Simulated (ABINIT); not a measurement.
# As (R-3m) in ABINIT: notebook

One crystal, As, is run at these levels: PBE, PBE+D3; tasks: relaxation of cell and atoms.

Everything below comes from runs of ABINIT 10.8.3 (patched build). Logs are shortened: lines on timing, memory, paths and dates and some standing lists are left out, and cuts for length are marked. The log counts tension as positive stress, the text compression.

## Step 1: The crystal as given

The structure is trigonal, space group R-3m (No. 166). Conventional cell: a = 3.762 Å, b = 3.762 Å, c = 10.542 Å, α = 90.00°, β = 90.00°, γ = 120.00°. As (site symmetry 3m) has 3 As at 2.51 Å as nearest neighbours.

## Step 2: Relaxation of cell and atoms, PBE

Input file run.py:

```python
import json, os
import numpy as np
from ase.constraints import FixSymmetry
from ase.optimize import LBFGS
from ase.filters import FrechetCellFilter
from ase.units import GPa
from ase.calculators.abinit import Abinit, AbinitProfile
from ase import Atoms

atoms = Atoms(['As', 'As'],
              cell=[[1.8807968987, 1.0858785957, 3.5140619945], [-1.8807968987, 1.0858785957, 3.5140619945], [0.0, -2.1717571915, 3.5140619945]],
              scaled_positions=[[0.226, 0.226, 0.226], [0.774, 0.774, 0.774]],
              pbc=True)

profile = AbinitProfile(command='abinit', pp_paths=[os.path.abspath('pseudos')])
params = dict(
    pps='pawxml', xc='PBE',
    chksymtnons=0,
    tolsym=1e-05,
    ecut=408.1708,
    pawecutdg=816.3416,
    pawxcdev=0,
    kptopt=1,
    ngkpt=[7, 7, 7],
    nshiftk=1,
    shiftk=[0.0, 0.0, 0.0],
    ixc=11,
    nband=19,
    occopt=3,
    tsmear=0.05,
    nstep=100,
    tolvrs=1e-09,
    prtwf=0,
    prtden=0,
    ecutsm=0.5,
)

atoms.calc = Abinit(profile=profile, directory='run', **params)
atoms.set_constraint(FixSymmetry(atoms, symprec=1e-4))
opt = LBFGS(FrechetCellFilter(atoms), trajectory='opt.traj')
converged = opt.run(fmax=0.01, steps=30)
print('converged', converged)
print('cell (A)', np.round(atoms.cell[:], 5).tolist())
energy = atoms.get_potential_energy()
forces = atoms.get_forces()
stress = atoms.get_stress()
print(f'energy {energy:.6f} eV')
print('forces (eV/A)')
print(np.round(forces, 5))
print('stress (GPa, Voigt, tension positive)', np.round(stress / GPa, 4))
json.dump(dict(energy=energy, forces=forces.tolist(), stress=stress.tolist(), cell=atoms.cell.tolist(), frac=atoms.get_scaled_positions(wrap=False).tolist()), open('results.json', 'w'))
```

Potentials or basis: JTH PAW PBE v2.0.

The run is started by

```console
python run.py
```

The log of the run:

```text
Step          Energy          fmax
LBFGS:    0    -6197.095546        0.542376
LBFGS:    1    -6197.108553        0.379210
LBFGS:    2    -6197.118989        0.077070
LBFGS:    3    -6197.119286        0.073359
LBFGS:    4    -6197.119926        0.052351
LBFGS:    5    -6197.119973        0.020808
LBFGS:    6    -6197.120034        0.010103
LBFGS:    7    -6197.120045        0.012318
LBFGS:    8    -6197.120084        0.015120
LBFGS:    9    -6197.120046        0.016881
LBFGS:   10    -6197.120048        0.016154
LBFGS:   11    -6197.120307        0.011086
LBFGS:   12    -6197.120370        0.004731
converged True
cell (A) [[1.90758, 1.10134, 3.57209], [-1.90758, 1.10134, 3.57209], [0.0, -2.20268, 3.57209]]
energy -6197.120370 eV
forces (eV/A)
[[-0.      -0.       0.00281]
 [ 0.       0.      -0.00281]]
stress (GPa, Voigt, tension positive) [-0.0337 -0.0337 -0.021   0.      0.      0.    ]
```

abinit.in:

```text
chksymtnons 0
ecut 408.1708 eV
ecutsm 0.5
ixc 11
kptopt 1
natom 2
nband 19
ngkpt
7 7 7
nshiftk 1
nsppol 1
nstep 100
occopt 3
pawecutdg 816.3416 eV
pawxcdev 0
prtden 0
prtwf 0
shiftk
0.0 0.0 0.0
tolsym 1e-05
tolvrs 1e-09
tsmear 0.05 eV
#Definition of the unit cell
acell
1.00000000000000 1.00000000000000 1.00000000000000 Angstrom
rprim
1.90758052268081 1.10134212827065 3.57209433426093
-1.90758052268081 1.10134212827065 3.57209433426093
0.00000000000000 -2.20268425654131 3.57209433426093
chkprim 0 # Allow non-primitive cells
#Definition of the atom types
ntypat 1
znucl 33
#Enumerate different atomic species
typat
 1 1
pseudos "./pseudos/As.GGA_PBE-JTH.xml"
#Definition of the atoms
xcart
-0.00000000000000 -0.00000000000000 4.58887516743773
0.00000000000000 -0.00000000000000 15.66196479478310
chkexit 1 # abinit.exit file in the running directory terminates after the current SCF
```

abinit.abo:

```text
.Version 10.8.3 of ABINIT
 Symmetries : space group R-3 m (#166); Bravais hR (rhombohedral)
================================================================================
 Values of the parameters that define the memory need of the present run
     intxc =       0    ionmov =       0      iscf =      17    lmnmax =      18
     lnmax =       6     mgfft =      30  mpssoang =       3    mqgrid =    3001
     natom =       2  nloc_mem =       2    nspden =       1   nspinor =       1
    nsppol =       1      nsym =      12    n1xccc =       1    ntypat =       1
    occopt =       3   xclevel =       2
       mpw =         861          nfft =       27000          nkpt =          44
 PAW method is used; the additional fine FFT grid is defined by:
   mgfftf=        40    nfftf =     64000
================================================================================
================================================================================

--------------------------------------------------------------------------------
------------- Echo of variables that govern the present computation ------------
--------------------------------------------------------------------------------
 -outvars: echo values of preprocessed input variables --------
            acell      1.8897261259E+00  1.8897261259E+00  1.8897261259E+00 Bohr
              amu      7.49215900E+01
          chkexit           1
          chkprim           0
      chksymtnons           0
             ecut      1.50000002E+01 Hartree
           ecutsm      5.00000000E-01 Hartree
              ixc          11
         kptrlatt        7    0    0      0    7    0      0    0    7
          kptrlen      5.04672665E+01
            natom           2
            nband          19
            ngfft          30      30      30
          ngfftdg          40      40      40
             nkpt          44
            nstep         100
             nsym          12
           ntypat           1
           occopt           3
        pawecutdg      3.00000005E+01 Hartree
         pawxcdev           0
           prtden           0
            prtwf           0
            rprim      1.9075805227E+00  1.1013421283E+00  3.5720943343E+00
                      -1.9075805227E+00  1.1013421283E+00  3.5720943343E+00
                       0.0000000000E+00 -2.2026842565E+00  3.5720943343E+00
          spgroup         166
           tolvrs      1.00000000E-09
           tsmear      1.83746611E-03 Hartree
            typat      1  1
           useylm           1
           xangst      1.4824971753E-17  5.0046290558E-17  2.4283281606E+00
                       2.1390393306E-18  1.6405141118E-16  8.2879548417E+00
            xcart      2.8015136438E-17  9.4573782772E-17  4.5888751674E+00
                       4.0421985073E-18  3.1001223771E-16  1.5661964795E+01
             xred      2.2660172002E-01  2.2660172002E-01  2.2660172002E-01
                       7.7339827994E-01  7.7339827994E-01  7.7339827994E-01
            znucl       33.00000

================================================================================

 chkinp: Checking input parameters for consistency.

================================================================================
== DATASET  1 ==================================================================

--- !DatasetInfo
iteration_state: {dtset: 1, }
dimensions: {natom: 2, nkpt: 44, mband: 19, nsppol: 1, nspinor: 1, nspden: 1, mpw: 861, }
cutoff_energies: {ecut:  15.0, pawecutdg:  30.0, }
[... 80 lines left out ...]
- [  0.00000000E+00,  -1.14425660E-06,   0.00000000E+00, ]
- [  0.00000000E+00,   0.00000000E+00,  -7.13639513E-07, ]
pressure_GPa:   2.9442E-02
xred      :
- [  2.2660E-01,   2.2660E-01,   2.2660E-01, As]
- [  7.7340E-01,   7.7340E-01,   7.7340E-01, As]
cartesian_forces: # hartree/bohr
- [  3.43635424E-21,   1.67476830E-22,   5.46696782E-05, ]
- [ -3.43635424E-21,  -1.67476830E-22,  -5.46696782E-05, ]
force_length_stats: {min:   5.46696782E-05, max:   5.46696782E-05, mean:   5.46696782E-05, }
...

 Integrated electronic density in atomic spheres:
 ------------------------------------------------
 Atom  Sphere_radius  Integrated_density
    1        2.10392         12.56856380
    2        2.10392         12.56856380

================================================================================

 ----iterations are completed or convergence reached----

 Mean square residual over all n,k,spin=   14.931E-11; max=  98.637E-09
 reduced coordinates (array xred) for    2 atoms
       0.226601720019      0.226601720019      0.226601720019
       0.773398279944      0.773398279944      0.773398279944
 rms dE/dt=  3.6904E-04; max dE/dt=  3.6904E-04; dE/dt below (all hartree)
    1      -0.000369035635     -0.000369035635     -0.000369035635
    2       0.000369035635      0.000369035635      0.000369035635

 cartesian coordinates (angstrom) at end:
    1      0.00000000000000     0.00000000000000     2.42832816063933
    2      0.00000000000000     0.00000000000000     8.28795484174165

 cartesian forces (hartree/bohr) at end:
    1      0.00000000000000     0.00000000000000     0.00005466967823
    2     -0.00000000000000    -0.00000000000000    -0.00005466967823
 frms,max,avg= 3.1563553E-05 5.4669678E-05   0.000E+00  0.000E+00  0.000E+00 h/b

 cartesian forces (eV/Angstrom) at end:
    1      0.00000000000000     0.00000000000000     0.00281122788478
    2     -0.00000000000000    -0.00000000000000    -0.00281122788478
 frms,max,avg= 1.6230632E-03 2.8112279E-03   0.000E+00  0.000E+00  0.000E+00 e/A
 length scales=  1.889726125908  1.889726125908  1.889726125908 bohr
              =  1.000000000000  1.000000000000  1.000000000000 angstroms
 Fermi (or HOMO) energy (hartree) =   0.21598   Average Vxc (hartree)=  -0.35374
 Eigenvalues (hartree) for nkpt=  44  k points:
 kpt#   1, nband= 19, wtk=  0.00292, kpt=  0.0000  0.0000  0.0000 (reduced coord)
  -1.11561   -1.11561   -1.11426   -1.11426   -1.11320   -1.11207   -1.11207   -1.11164
  -1.11051   -1.11051   -0.32282   -0.00680    0.12783    0.14552    0.14552    0.27656
   0.31991    0.31991    0.47026
      occupation numbers for kpt#   1
   2.00000    2.00000    2.00000    2.00000    2.00000    2.00000    2.00000    2.00000
   2.00000    2.00000    2.00000    2.00000    2.00000    2.00000    2.00000    0.00000
   0.00000    0.00000    0.00000
 prteigrs : prtvol=0 or 1, do not print more k-points.

--- !EnergyTerms
iteration_state     : {dtset: 1, }
comment             : Components of total free energy in Hartree
kinetic             :  7.74334323599584E+00
hartree             :  6.67614477602950E+01
xc                  : -4.25553567989584E+00
Ewald energy        : -1.17982454128734E+02
psp_core            :  4.62743894910564E+00
local_psp           : -1.81095349559470E+02
PAW spherical_terms : -3.53877448257854E+00
internal            : -2.27739883905282E+02
'-kT*entropy'       : -8.91481649121908E-05
total_energy        : -2.27739973053447E+02
total_energy_eV     : -6.19712037040664E+03
...

--- !EnergyTermsDC
iteration_state     : {dtset: 1, }
comment             : '"Double-counting" decomposition of free energy'
band_energy         : -2.24288328635605E+01
Ewald energy        : -1.17982454128734E+02
psp_core            :  4.62743894910564E+00
xc_dc               : -6.55193661956587E+01
PAW spherical_terms : -2.64366598844659E+01
internal            : -2.27739874123313E+02
'-kT*entropy'       : -8.91481649121908E-05
total_energy_dc     : -2.27739963271478E+02
total_energy_dc_eV  : -6.19712010422572E+03
...

--- !EnergyTermsWithPAWCore
iteration_state     : {dtset: 1, }
comment             : 'Components of total free energy, including PAW core contributions'
Total energy        : -4.52195623482041E+03
Total energy DC     : -4.52195622503844E+03
Total energy (eV)   : -1.23048697693120E+05
Total energy DC (eV): -1.23048697426939E+05
...

 Cartesian components of stress tensor (hartree/bohr^3)
  sigma(1 1)= -1.14425660E-06  sigma(3 2)=  0.00000000E+00
  sigma(2 2)= -1.14425660E-06  sigma(3 1)=  0.00000000E+00
  sigma(3 3)= -7.13639513E-07  sigma(2 1)=  0.00000000E+00

-Cartesian components of stress tensor (GPa)         [Pressure=  2.9442E-02 GPa]
- sigma(1 1)= -3.36651916E-02  sigma(3 2)=  0.00000000E+00
- sigma(2 2)= -3.36651916E-02  sigma(3 1)=  0.00000000E+00
- sigma(3 3)= -2.09959994E-02  sigma(2 1)=  0.00000000E+00

== END DATASET(S) ==============================================================
================================================================================

 -outvars: echo values of variables after computation  --------
            acell      1.8897261259E+00  1.8897261259E+00  1.8897261259E+00 Bohr
           etotal     -2.2773996327E+02
            fcart      3.4363542417E-21  1.6747682989E-22  5.4669678230E-05
                      -3.4363542417E-21 -1.6747682989E-22 -5.4669678230E-05
            rprim      1.9075805227E+00  1.1013421283E+00  3.5720943343E+00
                      -1.9075805227E+00  1.1013421283E+00  3.5720943343E+00
                       0.0000000000E+00 -2.2026842565E+00  3.5720943343E+00
           strten     -1.1442566033E-06 -1.1442566033E-06 -7.1363951322E-07
                       0.0000000000E+00  0.0000000000E+00  0.0000000000E+00
           xangst      1.4824971753E-17  5.0046290558E-17  2.4283281606E+00
                       2.1390393306E-18  1.6405141118E-16  8.2879548417E+00
             xred      2.2660172002E-01  2.2660172002E-01  2.2660172002E-01
                       7.7339827994E-01  7.7339827994E-01  7.7339827994E-01
 Calculation completed.
```

Run time: 3.7 min. Hardware: 1 thread of Intel Xeon 6975P-C (Granite Rapids), shared host; peak memory 0.11 GiB.

Results:

| Property | Result |
| --- | --- |
| Free energy | -6197.1201 eV |
| Relaxed volume | 22.51 Å³/atom |
| Relaxed cell | a = 4.197 Å, b = 4.197 Å, c = 4.197 Å, α = 54.07°, β = 54.07°, γ = 54.07° |
| Space group after relaxing (to 0.05 Å) | R-3m (No. 166) |
| Energy gained by relaxing | 12.4 meV/atom |
| Ionic steps | 13 |
| Pressure after relaxing | 0.0 GPa |
| Band gap on the k mesh | none (metal or under the smearing width) |
| Valence electrons inside the program's atomic spheres | As 12.57 (radii [1.1133] Å) |

Forces on the atoms (eV/Å):
```
As   0.000  0.000  0.003
As   0.000  0.000 -0.003
```

Step by step:
| step | energy change (eV) | largest force (eV/Å) | pressure (GPa) | volume (Å³) |
| --- | --- | --- | --- | --- |
| 1 | 0.0000 | 0.4108 | 3.72 | 43.06 |
| 2 | -0.0130 | 0.2332 | 2.54 | 43.53 |
| 3 | -0.0234 | 0.0645 | 0.41 | 44.48 |
| 4 | -0.0237 | 0.0727 | 0.23 | 44.59 |
| 5 | -0.0244 | 0.0518 | -0.05 | 44.83 |
| 6 | -0.0244 | 0.0206 | -0.06 | 44.89 |
| 7 | -0.0245 | 0.0031 | 0.00 | 44.88 |
| 8 | -0.0245 | 0.0006 | 0.02 | 44.88 |
| 9 | -0.0245 | 0.0032 | 0.04 | 44.87 |
| 10 | -0.0245 | 0.0063 | 0.07 | 44.87 |
| 11 | -0.0245 | 0.0093 | 0.10 | 44.91 |
| 12 | -0.0248 | 0.0082 | 0.08 | 44.97 |
| 13 | -0.0248 | 0.0028 | 0.03 | 45.03 |

Final structure:
```cif
data_structure
_symmetry_space_group_name_H-M 'P 1'
_symmetry_Int_Tables_number 1
_cell_length_a 4.1966
_cell_length_b 4.1966
_cell_length_c 4.1966
_cell_angle_alpha 54.072
_cell_angle_beta 54.072
_cell_angle_gamma 54.072
_cell_volume 45.03
loop_
_atom_site_label
_atom_site_type_symbol
_atom_site_fract_x
_atom_site_fract_y
_atom_site_fract_z
_atom_site_occupancy
As1 As 0.22660 0.22660 0.22660 1
As2 As 0.77340 0.77340 0.77340 1
```

Levels at points of the mesh, in eV from the Fermi level:
| k point | band 13 | band 14 | band 15 | band 16 | band 17 | band 18 |
| --- | --- | --- | --- | --- | --- | --- |
| (0.00, 0.00, 0.00) | -2.40 | -1.92 | -1.92 | 1.65 | 2.83 | 2.83 |

Caveat: the log and the count of SCF iterations are those of the last ABINIT call alone. PBE usually gives volumes a little too large and moduli too small.

## Step 3: Relaxation of cell and atoms, PBE+D3

run.py: that of step 2 with these lines changed.

```diff
@@ -6,2 +6,4 @@
 from ase.units import GPa
+from ase.calculators.mixing import SumCalculator
+from dftd3.ase import DFTD3
 from ase.calculators.abinit import Abinit, AbinitProfile
@@ -37,3 +39,3 @@
 
-atoms.calc = Abinit(profile=profile, directory='run', **params)
+atoms.calc = SumCalculator([Abinit(profile=profile, directory='run', **params), DFTD3(method='pbe', damping='d3zero')])
 atoms.set_constraint(FixSymmetry(atoms, symprec=1e-4))
```

Potentials or basis: JTH PAW PBE v2.0.

The run is started by

```console
python run.py
```

The log of the run:

```text
Step          Energy          fmax
LBFGS:    0    -6197.570022        0.386655
LBFGS:    1    -6197.577179        0.251599
LBFGS:    2    -6197.582562        0.101697
LBFGS:    3    -6197.582876        0.112260
LBFGS:    4    -6197.584066        0.132699
LBFGS:    5    -6197.584973        0.110231
LBFGS:    6    -6197.585556        0.078401
LBFGS:    7    -6197.585938        0.054116
LBFGS:    8    -6197.586279        0.061338
LBFGS:    9    -6197.586417        0.045547
LBFGS:   10    -6197.586635        0.016737
LBFGS:   11    -6197.586669        0.003751
converged True
cell (A) [[1.90824, 1.10172, 3.42986], [-1.90824, 1.10172, 3.42986], [0.0, -2.20345, 3.42986]]
energy -6197.586669 eV
forces (eV/A)
[[-0.       0.       0.00187]
 [ 0.      -0.      -0.00187]]
stress (GPa, Voigt, tension positive) [-0.0278 -0.0278 -0.0197 -0.     -0.     -0.    ]
```

abinit.in:

```text
chksymtnons 0
ecut 408.1708 eV
ecutsm 0.5
ixc 11
kptopt 1
natom 2
nband 19
ngkpt
7 7 7
nshiftk 1
nsppol 1
nstep 100
occopt 3
pawecutdg 816.3416 eV
pawxcdev 0
prtden 0
prtwf 0
shiftk
0.0 0.0 0.0
tolsym 1e-05
tolvrs 1e-09
tsmear 0.05 eV
#Definition of the unit cell
acell
1.00000000000000 1.00000000000000 1.00000000000000 Angstrom
rprim
1.90824131961585 1.10172363955898 3.42986454026489
-1.90824131961585 1.10172363955898 3.42986454026489
0.00000000000000 -2.20344727911795 3.42986454026489
chkprim 0 # Allow non-primitive cells
#Definition of the atom types
ntypat 1
znucl 33
#Enumerate different atomic species
typat
 1 1
pseudos "./pseudos/As.GGA_PBE-JTH.xml"
#Definition of the atoms
xcart
-0.00000000000000 0.00000000000000 4.44473233166434
0.00000000000000 -0.00000000000000 14.99978155779634
chkexit 1 # abinit.exit file in the running directory terminates after the current SCF
```

abinit.abo:

```text
.Version 10.8.3 of ABINIT
 Symmetries : space group R-3 m (#166); Bravais hR (rhombohedral)
================================================================================
 Values of the parameters that define the memory need of the present run
     intxc =       0    ionmov =       0      iscf =      17    lmnmax =      18
     lnmax =       6     mgfft =      30  mpssoang =       3    mqgrid =    3001
[... 266 lines left out ...]
           strten     -4.5165771492E-05 -4.5165771492E-05 -5.3487473519E-05
                       0.0000000000E+00  0.0000000000E+00  0.0000000000E+00
           xangst      2.4659394780E-17 -4.4173930142E-17  2.3520510569E+00
                      -9.3710559072E-17 -1.3806955964E-16  7.9375425635E+00
             xred      2.2858541781E-01  2.2858541781E-01  2.2858541781E-01
                       7.7141458215E-01  7.7141458215E-01  7.7141458215E-01
 Calculation completed.
```

Wall time 3.3 min (1 thread of Intel Xeon 6975P-C (Granite Rapids), shared host); peak memory 0.11 GiB.

What came out:

* Free energy: -6197.5865 eV
* Relaxed volume: 21.63 Å³/atom
* Relaxed cell: a = 4.077 Å, b = 4.077 Å, c = 4.077 Å, α = 55.82°, β = 55.82°, γ = 55.82°
* Space group after relaxing (to 0.05 Å): R-3m (No. 166)
* Energy gained by relaxing: 8.3 meV/atom
* Ionic steps: 12
* Pressure after relaxing: 0.0 GPa
* Band gap on the k mesh: 0.22 eV, indirect (least direct gap 0.74 eV)
* Valence electrons inside the program's atomic spheres: As 12.57 (radii [1.1133] Å)
* Dispersion energy per atom: -0.237 eV

Step by step:
| step | energy change (eV) | largest force (eV/Å) | pressure (GPa) | volume (Å³) |
| --- | --- | --- | --- | --- |
| 1 | 0.0000 | 0.3867 | 2.27 | 43.06 |
| 2 | -0.0072 | 0.2443 | 1.45 | 43.34 |
| 3 | -0.0125 | 0.0012 | -0.01 | 43.87 |
| 4 | -0.0129 | 0.0113 | -0.12 | 43.91 |
| 5 | -0.0140 | 0.0352 | -0.53 | 44.00 |
| 6 | -0.0150 | 0.0170 | -0.66 | 43.97 |
| 7 | -0.0155 | 0.0247 | -0.53 | 43.81 |
| 8 | -0.0159 | 0.0552 | -0.27 | 43.63 |
| 9 | -0.0163 | 0.0627 | -0.05 | 43.47 |
| 10 | -0.0164 | 0.0466 | 0.09 | 43.32 |
| 11 | -0.0166 | 0.0171 | 0.09 | 43.25 |
| 12 | -0.0166 | 0.0019 | 0.03 | 43.26 |

Final structure:
```
As
1.0
     1.90824    1.10172    3.42986
    -1.90824    1.10172    3.42986
     0.00000   -2.20345    3.42986
As
2
Cartesian
  0.0000 0.0000 2.3521
  0.0000 0.0000 7.9375
```

Caveat: the log and the count of SCF iterations are those of the last ABINIT call alone; an odd mesh through Γ misses points on the zone boundary, where band edges often lie.
